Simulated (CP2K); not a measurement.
BaTe:

```
Ba Te
1.0
     4.26247    0.00000    0.00000
     0.00000    4.26247    0.00000
     0.00000    0.00000    4.26247
Ba Te
1 1
Direct
  0.00000 0.00000 0.00000
  0.50000 0.50000 0.50000
```

The cell comes from a database or a generator and needn't be the stable form of this composition.

Base run:

| Item | Value |
| --- | --- |
| Program | CP2K 2026.2 |
| Functional | PBEsol |
| Potentials or basis | POTENTIAL_UZH Ba GTH-PBE-q10, Te GTH-PBE-q6; TZVP-MOLOPT-PBE-GTH basis |
| Density cutoff | 6123 eV |
| k mesh | 6 × 6 × 6 |
| Occupations | gaussian, width 0.02 eV |
| Spin | no spin polarisation |

Its results: band gap on the k mesh 0.67 eV, indirect (least direct gap 0.83 eV); pressure -1.4 GPa.

Problem. The run is repeated on the same cell with these changes: functional from PBEsol to RPBE. What comes out?

Solution. Band gap on the k mesh 0.94 eV, indirect (least direct gap 1.13 eV); pressure 1.3 GPa.

RPBE binds less tightly than PBEsol, so the same cell stands under more pressure.

Caveats: the potentials were made for another functional, which shifts forces and pressure; spin-orbit coupling is left out, which moves the levels of the heavy elements; the basis of atomic orbitals isn't converged, which shifts pressures, moduli and gaps.

A k mesh can miss the band edges.
